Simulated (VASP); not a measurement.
Runs of VASP 6.6.1 on ZnO (zincite). The structure is hexagonal, space group P6_3mc (No. 186). Conventional cell: a = 3.249 Å, b = 3.249 Å, c = 5.206 Å, α = 90.00°, β = 90.00°, γ = 120.00°. Zn (site symmetry 3m) is surrounded by 4 O at 1.97 to 1.98 Å. O (site symmetry 3m) is surrounded by 4 Zn at 1.97 to 1.98 Å. 

| task | level | cell | k mesh | cutoff (eV) | smearing | ladder | gap on the mesh (eV) | pressure (GPa) | largest force (eV/Å) |
| --- | --- | --- | --- | --- | --- | --- | --- | --- | --- |
| band structure | LAK | as given | 9 × 9 × 5 | 520 | fermi-dirac 0.05 eV | - | (b) | 5.8 | 0.14 |
| single point | PBE | as given | 9 × 9 × 5 | 520 | gaussian 0.012 eV | - | (a) | 5.9 | 0.07 |
| relaxation of cell and atoms | PBEsol | relaxed | 9 × 9 × 5 | 600 | fermi-dirac 0.05 eV | - | 0.69 | 0.1 | 0.01 |
| band structure | r2SCAN | as given | 10 × 10 × 6 | 520 | gaussian 0.02 eV | gaps | 1.23 | -0.2 | 0.09 |
| single point | r2SCAN | as given | 9 × 9 × 5 | 520 | fermi-dirac 0.05 eV | - | 1.23 | -0.2 | 0.09 |

Alike in all rows: potentials or basis VASP PAW PBE potentials, release 64 (Zn, O); no spin polarisation.

Q: Estimate the missing entries.

A: (a) 0.79; (b) 1.47.

Caveats: the PAW data sets were made with another functional, which shifts forces and pressure a little (some runs); an odd mesh through Γ misses points on the zone boundary, where band edges often lie (some runs).

Not every run made on this cell is shown here.
